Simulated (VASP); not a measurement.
# P in VASP: further runs, part 2 of 2

VASP 6.6.1.

## Step 3: Single point, PBEsol (strained and moved within the space group)

Contents of INCAR:

```
ALGO     = Fast           # electronic algorithm
EDIFF    = 1E-6           # SCF threshold, eV
ENCUT    = 520            # plane-wave cutoff, eV
GGA      = PS             # functional
ISIF     = 2              # what is computed and relaxed
ISMEAR   = 0              # smearing method
LASPH    = T              # aspherical terms in the spheres
LCHARG   = F              # write CHGCAR
LREAL    = F              # projectors in reciprocal space
LWAVE    = F              # write WAVECAR
NBANDS   = 18             # bands
NELM     = 100            # most SCF steps
PREC     = Accurate       # precision mode
SIGMA    = 0.02           # smearing width, eV
```

Contents of KPOINTS:

```
k-points
0
Gamma
  8 1 6
```

Contents of POSCAR:

```
P
1.0
    3.2068884914      0.0000000000      0.0000000000
    0.0000000000     35.0619903322      0.0000000000
    0.0000000000      0.0000000000      4.5170700467
P
4
Direct
    0.0000000000      0.9758981021      0.6255233894
    0.0000000000      0.0241018979      0.3744766106
    0.5000000000      0.0241018979      0.1255233894
    0.5000000000      0.9758981021      0.8744766106
```

Potentials or basis: VASP PAW PBE potentials, release 64 (P).

Run with:

```console
cat potpaw_PBE.64/P/POTCAR > POTCAR
mpirun -np 1 vasp_std > vasp.out
```

OUTCAR:

```text
EDIFF = 1E-6
   ENCUT = 520
   GGA = PS
   ISIF = 2
   ISMEAR = 0
   LASPH = T
   LREAL = F
   NELM = 100
   PREC = Accurate

 ion  position               nearest neighbor table
   1  0.000  0.976  0.626-   4 1.96   4 1.96   2 2.04
   2  0.000  0.024  0.374-   3 1.96   3 1.96   1 2.04
   3  0.500  0.024  0.126-   2 1.96   2 1.96   4 2.04
   4  0.500  0.976  0.874-   1 1.96   1 1.96   3 2.04

[... 617 lines left out ...]

  FORCE on cell =-STRESS in cart. coord.  units (eV):
  Direction    XX          YY          ZZ          XY          YZ          ZX
  --------------------------------------------------------------------------------------
  -------------------------------------------------------------------------------------
  Total       18.2262772      9.3824807     15.1934048      0.0000000      0.0000000      0.0000000
  in kB       57.4951623     29.5972263     47.9279046      0.0000000      0.0000000      0.0000000
  external PRESSURE =      45.0067644 kB  Pullay stress =       0.0000000 kB

 VOLUME and BASIS-vectors are now :
 -----------------------------------------------------------------------------
  energy-cutoff  :      520.00
  volume of cell :      507.90
      direct lattice vectors                 reciprocal lattice vectors
     3.206888491  0.000000000  0.000000000     0.311828741  0.000000000  0.000000000
     0.000000000 35.061990332  0.000000000     0.000000000  0.028520914  0.000000000
     0.000000000  0.000000000  4.517070047     0.000000000  0.000000000  0.221382443

 POSITION                                       TOTAL-FORCE (eV/Angst)
 -----------------------------------------------------------------------------------
      0.00000     34.21693      2.82553        -0.000000     -2.782153     -3.699906
      0.00000      0.84506      1.69154         0.000000      2.782153      3.699906
      1.60344      0.84506      0.56700         0.000000      2.782153     -3.699906
      1.60344     34.21693      3.95007         0.000000     -2.782153      3.699906
 -----------------------------------------------------------------------------------
    total drift:                               -0.000000      0.000000      0.000000

  FREE ENERGIE OF THE ION-ELECTRON SYSTEM (eV)
  ---------------------------------------------------
  free  energy   TOTEN  =       -20.2019272058 eV

  energy  without entropy=      -20.2019272058  energy(sigma->0) =      -20.20192721
```

stdout:

```text
POSCAR found type information on POSCAR P
 POSCAR found :  1 types and       4 ions
 scaLAPACK will be used
 -----------------------------------------------------------------------------
|                                                                             |
|                                                                             |
|     You enforced a specific xc type in the INCAR file but a different       |
|     I HOPE YOU KNOW WHAT YOU ARE DOING!                                     |
|                                                                             |
 -----------------------------------------------------------------------------

 LDA part: xc-table for (Slater+PW92), standard interpolation
 POSCAR, INCAR and KPOINTS ok, starting setup
 FFT: planning ... GRIDC
 FFT: planning ... GRID_SOFT
 FFT: planning ... GRID
 WAVECAR not read
 entering main loop
```

It took 2.7 min on 1 thread of Intel Xeon 6975P-C (Granite Rapids), shared host; peak memory 0.56 GiB.

What came out:

```yaml
Free_energy: -20.2019 eV
Largest_force: 4.629 eV/Å
Band_gap_on_the_k_mesh: 0.22 eV, indirect (least direct gap 1.38 eV)
```

Forces in eV/Å, atoms in the order of the input:
```
P    0.000 -2.782 -3.700
P    0.000  2.782  3.700
P    0.000  2.782 -3.700
P    0.000 -2.782  3.700
```

Caveat: the PAW data sets were made with another functional, which shifts forces and pressure a little.

## Step 4: Single point, PBEsol (P replaced by As, lengths x 1.067, strained and moved within the space group)

Contents of INCAR:

```
SYSTEM = As
PREC = Accurate
ENCUT = 520
EDIFF = 1E-6
ISMEAR = 0
SIGMA = 0.1
LREAL = .FALSE.
LASPH = .TRUE.
NELM = 100
ALGO = Fast
ISIF = 2
LWAVE = .FALSE.
LCHARG = .TRUE.
GGA = PS
LELF = .TRUE.
LVHAR = .TRUE.
NBANDS = 18
```

Contents of KPOINTS:

```
regular mesh
0
G
  6 1 4
  0 0 0
```

Contents of POSCAR:

```
As
1.0
    3.7052271329      0.0000000000      0.0000000000
    0.0000000000     36.6593935902      0.0000000000
    0.0000000000      0.0000000000      5.1097884026
As
4
Direct
    0.0000000000      0.9707265004      0.5867011418
    0.0000000000      0.0292734996      0.4132988582
    0.5000000000      0.0292734996      0.0867011418
    0.5000000000      0.9707265004      0.9132988582
```

Potentials or basis: VASP PAW PBE potentials, release 64 (As).

Run with:

```console
cat potpaw_PBE.64/As/POTCAR > POTCAR
mpirun -np 1 vasp_std > vasp.out
```

It took 2.4 min on 1 thread of Intel Xeon 6975P-C (Granite Rapids), shared host; peak memory 0.69 GiB.

The run converged. Its results:

* Free energy: -19.5283 eV
* Largest force: 1.570 eV/Å
* Band gap on the k mesh: 1.09 eV, indirect (least direct gap 1.46 eV)

Forces on the atoms (eV/Å):
```
As   0.000 -1.546  0.274
As   0.000  1.546 -0.274
As   0.000  1.546  0.274
As   0.000 -1.546 -0.274
```

Levels at points of the mesh, in eV from the valence-band top:
```
           k point  band 8  band 9  band 10  band 11  band 12  band 13
(0.00, 0.00, 0.00)   -0.98   -0.81     0.00     1.70     1.89     1.89
(0.50, 0.00, 0.00)   -2.43   -1.57    -1.57     1.33     1.33     2.43
(0.00, 0.00, 0.50)   -2.03   -1.41    -1.41     1.52     1.52     3.37
(0.50, 0.00, 0.50)   -3.89   -0.70    -0.70     2.57     2.57     3.70
```

Caveat: the PAW data sets were made with another functional, which shifts forces and pressure a little.

## Step 5: Summary

| level | potentials or basis | cell | k mesh | smearing | gap on the mesh (eV) | largest force (eV/Å) |
| --- | --- | --- | --- | --- | --- | --- |
| LDA | VASP PAW LDA potentials, release 64 (P) | functional LDA, strained and moved within the space group | 8 × 1 × 6 | gaussian 0.02 eV | 0.80 | 2.52 |
| PBEsol | VASP PAW PBE potentials, release 64 (P) | strained and moved within the space group | 8 × 1 × 6 | gaussian 0.02 eV | 0.22 | 4.63 |
| PBEsol | VASP PAW PBE potentials, release 64 (As) | P replaced by As, lengths x 1.067, strained and moved within the space group | 6 × 1 × 4 | gaussian 0.1 eV | 1.09 | 1.57 |

Alike in all rows: task single point; no spin polarisation; cutoff (eV) 520.

Caveats: the PAW data sets were made with another functional, which shifts forces and pressure a little (some runs).

Total energies depend on the potentials used, so only differences within one code and one set of settings carry meaning.
